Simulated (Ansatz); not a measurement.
## Ni$_{3}$Ge: do energies and stresses tell the same story?

These are results of Ansatz 0.2.0, DFT PBEsol, scalar-relativistic, plane waves, PAW, not measurements.

Plane waves to 420 eV, a k mesh through Γ of 12×12×12 on the computed 4-atom cell and Gaussian smearing (0.10 eV); no spin polarisation.

Relaxed cell: Pm-3m, a = 3.525 Å, b = 3.525 Å, c = 3.525 Å, α = 90.00°, β = 90.00°, γ = 90.00°, 4 atoms in the primitive cell. Whether it is the stable form of this composition wasn't checked.

Energies at zero smearing and pressures from the stress tensor, at volumes with shape and atoms relaxed:
```
V (Å³/atom) E − E(first) (meV/atom) P (GPa)
     10.292                     0.00    15.72
     10.621                   -23.18     7.18
     10.949                   -30.31     0.01
     11.278                   -23.94    -6.01
     11.606                    -6.26   -11.06
```

Check P = −dE/dV between neighbouring volumes, and get the bulk modulus from the pressures alone.

With 1 eV/Å³ = 160.2 GPa:
| middle V (Å³/atom) | −ΔE/ΔV (GPa) | mean P (GPa) |
| --- | --- | --- |
| 10.457 | 11.308 | 11.449 |
| 10.785 | 3.474 | 3.592 |
| 11.114 | -3.107 | -3.003 |
| 11.442 | -8.622 | -8.534 |

The two differ by 0.14 GPa at most. The mean of two end pressures misses the average over a step by about ΔV² P″/12, up to 0.12 GPa here; with that taken off 0.02 GPa remains. Around V = 10.949 Å³/atom, the two neighbours give B = −V ΔP/ΔV = 10.949 × 13.19 / 0.657 = 219.8 GPa, against B0 = 218.7 GPa from the Birch–Murnaghan fit of the energies.

A ferromagnetic start lost its moments in a first run, so spin was left out; other magnetic orders weren't tried.